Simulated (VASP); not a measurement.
# MnSb (P6_3/mmc) in VASP: notebook

The runs below take MnSb through relaxation of cell and atoms, with PBE.

All numbers are computed with VASP 6.6.1; they aren't measurements. Logs are shortened: lines on timing, memory, paths and dates and some standing lists are left out, and cuts for length are marked.

## (1) Starting point

It takes space group P6_3/mmc (No. 194, hexagonal). The conventional cell has a = 4.150 Å, b = 4.150 Å, c = 5.780 Å, α = 90.00°, β = 90.00°, γ = 120.00°. Mn (site symmetry -3m) is surrounded by 6 Sb at 2.80 Å and 2 Mn at 2.89 Å. Sb (site symmetry -6m2) is surrounded by 6 Mn at 2.80 Å.

## (2) Relaxation of cell and atoms, PBE, collinear spin, ferromagnetic start

Contents of INCAR:

```
PREC = Accurate
ENCUT = 520
EDIFF = 1E-7
ISMEAR = 0
SIGMA = 1.0
LREAL = False
LASPH = True
NELM = 150
ALGO = Normal
ISIF = 3
LWAVE = False
LCHARG = False
ISPIN = 2
MAGMOM = 3.5 3.5 0 0
LORBIT = 11
LMAXMIX = 4
GGA = PE
IBRION = 2
NSW = 80
EDIFFG = -0.002
```

Contents of KPOINTS:

```
Automatic mesh
0
Gamma
  12 12 8
```

Contents of POSCAR:

```
MnSb
1.0
    4.1500000000      0.0000000000      0.0000000000
   -2.0750000000      3.5940054300      0.0000000000
    0.0000000000      0.0000000000      5.7800000000
Mn Sb
2 2
Direct
    0.0000000000      0.0000000000      0.0000000000
    0.0000000000      0.0000000000      0.5000000000
    0.3333333300      0.6666666700      0.2500000000
    0.6666666700      0.3333333300      0.7500000000
```

Potentials or basis: VASP PAW PBE potentials, release 64 (Mn_pv, Sb).

The run is started by

```sh
$ cat potpaw_PBE.64/Mn_pv/POTCAR potpaw_PBE.64/Sb/POTCAR > POTCAR
$ mpirun -np 1 vasp_std > vasp.out
```

OUTCAR:

```text
PREC = Accurate
   ENCUT = 520
   EDIFF = 1E-7
   ISMEAR = 0
   LREAL = False
   LASPH = True
   NELM = 150
   ISIF = 3
   ISPIN = 2
   LORBIT = 11
   GGA = PE
   IBRION = 2
   NSW = 80
   EDIFFG = -0.002

 ion  position               nearest neighbor table
   1  0.000  0.000  0.000-   3 2.80   4 2.80   4 2.80   3 2.80   4 2.80   3 2.80   2 2.89   2 2.89

   2  0.000  0.000  0.500-   3 2.80   4 2.80   4 2.80   3 2.80   4 2.80   3 2.80   1 2.89   1 2.89

   3  0.333  0.667  0.250-   1 2.80   2 2.80   1 2.80   2 2.80   1 2.80   2 2.80   4 3.75   4 3.75
                             4 3.75   4 3.75   4 3.75   4 3.75
   4  0.667  0.333  0.750-   1 2.80   2 2.80   1 2.80   2 2.80   1 2.80   2 2.80   3 3.75   3 3.75
                             3 3.75   3 3.75   3 3.75   3 3.75

  LATTYP: Found a hexagonal cell.
 ALAT       =     4.1500000000
 C/A-ratio  =     1.3927710843

  Lattice vectors:

 A1 = (   4.1500000000,   0.0000000000,   0.0000000000)
 A2 = (  -2.0750000000,   3.5940054300,   0.0000000000)
 A3 = (   0.0000000000,   0.0000000000,   5.7800000000)

Analysis of symmetry for initial positions (statically):
=====================================================================
 Subroutine PRICEL returns:
 Original cell was already a primitive cell.

 Routine SETGRP: Setting up the symmetry group for a
 hexagonal supercell.

 Subroutine GETGRP returns: Found 24 space group operations
 (whereof 12 operations were pure point group operations)
 out of a pool of 24 trial point group operations.

The static configuration has the point symmetry D_3d.
 The point group associated with its full space group is D_6h.

Analysis of symmetry for dynamics (positions and initial velocities):
=====================================================================
 Subroutine PRICEL returns:
 Original cell was already a primitive cell.

 Routine SETGRP: Setting up the symmetry group for a
 hexagonal supercell.

 Subroutine GETGRP returns: Found 24 space group operations
 (whereof 12 operations were pure point group operations)
 out of a pool of 24 trial point group operations.

The dynamic configuration has the point symmetry D_3d.
 The point group associated with its full space group is D_6h.

Analysis of structural, dynamic, and magnetic symmetry:
=====================================================================
 Subroutine PRICEL returns:
 Original cell was already a primitive cell.

 Routine SETGRP: Setting up the symmetry group for a
 hexagonal supercell.

[... 128 lines left out ...]
     AMIX     =   0.40;   BMIX     =  1.00
     AMIX_MAG =   1.60;   BMIX_MAG =  1.00
  volume/ion in A,a.u.               =      21.55       145.44
  Fermi-wavevector in a.u.,A,eV,Ry     =   1.223651  2.312364 20.372288  1.497321
  Thomas-Fermi vector in A             =   2.358754
   LORBIT       =     11    0 simple, 1 ext, 2 COOP (PROOUT), +10 PAW based schemes
   GGA     = PE    functional components
   LHFCALC =     F    Hartree Fock is set to
   AEXX    =    0.0000 exact exchange contribution
   IVDW    =     0    specifies the selected vdW correction
   LEPSILON=     F    determine dielectric tensor
   LRPA    =     F    only Hartree local field effects (RPA)
 conjugate gradient relaxation of ions
 spin polarized calculation
 Gauss-broadening in eV      SIGMA  =   1.00
  energy-cutoff  :      520.00
  volume of cell :       86.21
 maximum number of plane-waves:      2350
 NGX is ok and might be reduce to    32
   NGX = 15   NGY = 15   NGZ = 21

--------------------------------------- Ionic step        1  -------------------------------------------

 number of electron      36.0000010 magnetization       5.9290852

 Free energy of the ion-electron system (eV)
  ---------------------------------------------------
  ext. energy  EPLUGINS =         0.00000000
  ---------------------------------------------------
  free energy    TOTEN  =       -27.02834272 eV

  energy without entropy =      -25.35124593  energy(sigma->0) =      -26.18979433

------------------------ aborting loop because EDIFF is reached ----------------------------------------

  FORCE on cell =-STRESS in cart. coord.  units (eV):
  Direction    XX          YY          ZZ          XY          YZ          ZX
  --------------------------------------------------------------------------------------
  -------------------------------------------------------------------------------------
  Total       -2.2751129     -2.2751129     -2.8836974     -0.0000000     -0.0000000      0.0000000
  in kB      -42.2823266    -42.2823267    -53.5926958     -0.0000000     -0.0000000      0.0000000
  external PRESSURE =     -46.0524497 kB  Pullay stress =       0.0000000 kB
[... 253 lines left out ...]
--------------------------------------- Ionic step        8  -------------------------------------------

 number of electron      36.0000009 magnetization       4.9174799

 Free energy of the ion-electron system (eV)
  ---------------------------------------------------
  ext. energy  EPLUGINS =         0.00000000
  ---------------------------------------------------
  free energy    TOTEN  =       -27.16377850 eV

  energy without entropy =      -25.33756043  energy(sigma->0) =      -26.25066947

 E-fermi :   8.6250     XC(G=0): -11.0920

 val. band max:        8.6211280525   @ k =   0.1667   0.1667   0.5000
 cond. band min:       8.6251715325   @ k =   0.5000  -0.0000   0.0000
 fundamental gap:      0.0040434800
 Fermi energy:         8.6249897468

 spin component 1

 k-point     1 :       0.0000    0.0000    0.0000
  band No.  band energies     occupation
      1     -40.5112      1.00000
      2     -40.5112      1.00000
      3     -40.4964      1.00000
      4     -40.4964      1.00000
      5     -40.4545      1.00000
      6     -40.3077      1.00000
[... 685 lines left out ...]
     25      12.8731      0.00000
     26      13.3729      0.00000

 [... further k-points ...]

 spin component 2

 k-point     1 :       0.0000    0.0000    0.0000
  band No.  band energies     occupation
      1     -37.9144      1.00000
      2     -37.8434      1.00000
      3     -37.8434      1.00000
      4     -37.8265      1.00000
      5     -37.8265      1.00000
      6     -37.7496      1.00000
[... 718 lines left out ...]
  FREE ENERGIE OF THE ION-ELECTRON SYSTEM (eV)
  ---------------------------------------------------
  free  energy   TOTEN  =       -27.1637785019 eV

  energy  without entropy=      -25.3375604293  energy(sigma->0) =      -26.25066947

 reached required accuracy - stopping structural energy minimisation

 total charge

# of ion       s       p       d       tot
------------------------------------------
    1        0.291   6.241   5.132  11.665
    2        0.291   6.241   5.132  11.665
    3        1.124   1.285   0.058   2.467
    4        1.124   1.285   0.058   2.467
--------------------------------------------------
tot          2.830  15.054  10.381  28.264

 magnetization (x)

# of ion       s       p       d       tot
------------------------------------------
    1        0.023   0.019   2.477   2.519
    2        0.023   0.019   2.477   2.519
    3       -0.003  -0.111   0.004  -0.110
    4       -0.003  -0.111   0.004  -0.110
--------------------------------------------------
tot          0.040  -0.185   4.963   4.818
```

OSZICAR:

```text
N       E                     dE             d eps       ncg     rms          rms(c)
DAV:   1     0.305857958158E+03    0.30586E+03   -0.19031E+04 11264   0.137E+03
DAV:   2    -0.116314413365E+02   -0.31749E+03   -0.30720E+03 10172   0.376E+02
DAV:   3    -0.285476032927E+02   -0.16916E+02   -0.16313E+02 11860   0.932E+01
[... 87 lines left out ...]
DAV:   1    -0.271638593934E+02   -0.82083E-04   -0.85593E-04 10254   0.342E-01    0.891E-02
DAV:   2    -0.271639353394E+02   -0.75946E-04   -0.11609E-03 10508   0.370E-01    0.118E-01
DAV:   3    -0.271637796930E+02    0.15565E-03   -0.38831E-04 10472   0.220E-01    0.116E-02
DAV:   4    -0.271637791886E+02    0.50447E-06   -0.15432E-05 10008   0.169E-02    0.907E-03
DAV:   5    -0.271637785011E+02    0.68743E-06   -0.25370E-06 10952   0.148E-02    0.221E-03
DAV:   6    -0.271637785019E+02   -0.72760E-09   -0.67399E-08  5176   0.192E-03
   8 F= -.27163779E+02 E0= -.26250669E+02  d E =-.155184E-05  mag=     4.9177
```

Wall time 12 min (1 thread of Intel Xeon 6975P-C (Granite Rapids), shared host); peak memory 0.48 GiB.

What came out:

| Item | Value |
| --- | --- |
| Free energy | -27.1638 eV |
| Relaxed volume | 19.53 Å³/atom |
| Relaxed cell | a = 4.060 Å, b = 4.060 Å, c = 5.473 Å, α = 90.00°, β = 90.00°, γ = 120.00° |
| Space group after relaxing (to 0.05 Å) | P6_3/mmc (No. 194) |
| Energy gained by relaxing | 33.9 meV/atom |
| Ionic steps | 8 |
| Pressure after relaxing | 0.0 GPa |
| Band gap on the k mesh | none (metal or under the smearing width) |
| Net moment | 4.92 μB per cell |
| Site moments | Mn +2.52; Sb -0.11 μB |
| Valence electrons inside the program's atomic spheres | Mn 11.66; Sb 2.47 |

Step by step:
```csv
step,energy change (eV),largest force (eV/Å),pressure (GPa),volume (Å³)
1,0.0000,0.0000,-4.61,86.21
2,-0.1284,0.0000,-0.34,78.71
3,-0.1292,0.0000,0.08,78.17
4,-0.1330,0.0000,0.05,78.14
5,-0.1354,0.0000,0.02,78.08
6,-0.1354,0.0000,0.02,78.08
7,-0.1354,0.0000,-0.01,78.13
8,-0.1354,0.0000,0.01,78.10
```

Final structure:
```xyz
4
Lattice="4.0595 0.0000 0.0000 -2.0298 3.5156 0.0000 0.0000 0.0000 5.4725" Properties=species:S:1:pos:R:3 pbc="T T T"
Mn    0.0000    0.0000    0.0000
Mn    0.0000    0.0000    2.7363
Sb    0.0000    2.3438    1.3681
Sb    2.0298    1.1719    4.1044
```

Levels at points of the mesh, in eV from the Fermi level:
Spin up:
| k point | band 19 | band 20 | band 21 | band 22 | band 23 | band 24 |
| --- | --- | --- | --- | --- | --- | --- |
| (0.00, 0.00, 0.00) | 0.51 | 0.70 | 0.70 | 2.94 | 2.94 | 3.20 |
| (0.50, 0.00, 0.00) | -1.26 | -1.18 | -1.11 | 0.00 | 1.63 | 3.94 |
| (0.00, 0.00, 0.50) | 0.08 | 0.08 | 2.33 | 2.33 | 2.33 | 2.33 |
| (0.50, 0.00, 0.50) | -1.57 | -1.57 | 0.58 | 0.58 | 1.92 | 1.92 |
Spin down:
```
           k point  band 11  band 12  band 13  band 14  band 15  band 16  band 17  band 18  band 19  band 20
(0.00, 0.00, 0.00)    -2.76    -1.29    -0.32    -0.32     0.15     0.15     0.77     0.77     1.42     1.42
(0.50, 0.00, 0.00)    -2.82    -2.48    -2.29    -2.24    -1.40     0.20     0.46     0.64     0.79     1.32
(0.00, 0.00, 0.50)    -1.84    -1.84    -1.83    -1.83     0.31     0.31     0.31     0.31     0.93     0.93
(0.50, 0.00, 0.50)    -2.19    -2.19    -1.59    -1.59     0.16     0.16     0.65     0.65     0.67     0.67
```

Caveat: only a ferromagnetic start was run, and an antiferromagnetic order may lie lower in energy.

(Part 1 of 2 ends here.)
